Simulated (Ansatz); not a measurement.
**Cutoff convergence: MgO**

System: MgO (rock salt type, first atom moved by 0.06 Å along [111]), 2 atoms in the cell.

```xyz
2
Lattice="0.0000 2.1250 2.1250 2.1250 0.0000 2.1250 2.1250 2.1250 0.0000" Properties=species:S:1:pos:R:3 pbc="T T T"
Mg    0.0346    0.0346    0.0346
O     2.1250    2.1250    2.1250
```

Theory: Ansatz 0.2.0 development build, HSE06, plane waves, PAW datasets (generated soft set 1).

Exchange singularity: Wigner-Seitz; k-mesh 4×4×4 Γ-centred; Fermi–Dirac smearing of 0.05 eV; no spin polarisation.

Cutoffs run: 280, 300, 320, 340, 380, 420, 480, 560 eV. At 560 eV the pressure at a fixed basis is -5.00 GPa and the rms force 0.275 eV/Å.

Q: From which of these cutoffs on do the forces lie within 20 meV/Å (rms) of the highest one?

A: Even the lowest tried, 280 eV, does.

Q: What pressure at a fixed basis does the 280 eV run show?

A: -37.01 GPa. An incomplete basis pulls the printed pressure down.

Q: Give the whole series.

A: 
```tsv
cutoff (eV)	E − E(top) (meV/atom)	pressure at fixed basis (GPa)	corrected pressure (GPa)	rms force change (meV/Å)
280	323.4	-37.01	-3.83	1.2
300	173.0	-24.11	-3.49	5.7
320	75.2	-14.58	-4.43	8.7
340	36.6	-10.25	-4.61	5.9
380	7.9	-6.39	-4.89	1.0
420	1.4	-5.20	-4.94	0.0
480	0.5	-4.96	-4.94	0.0
560	0.0	-5.00	-4.95	0.0
```

The k-mesh is modest, so these values aren't fully converged in k.
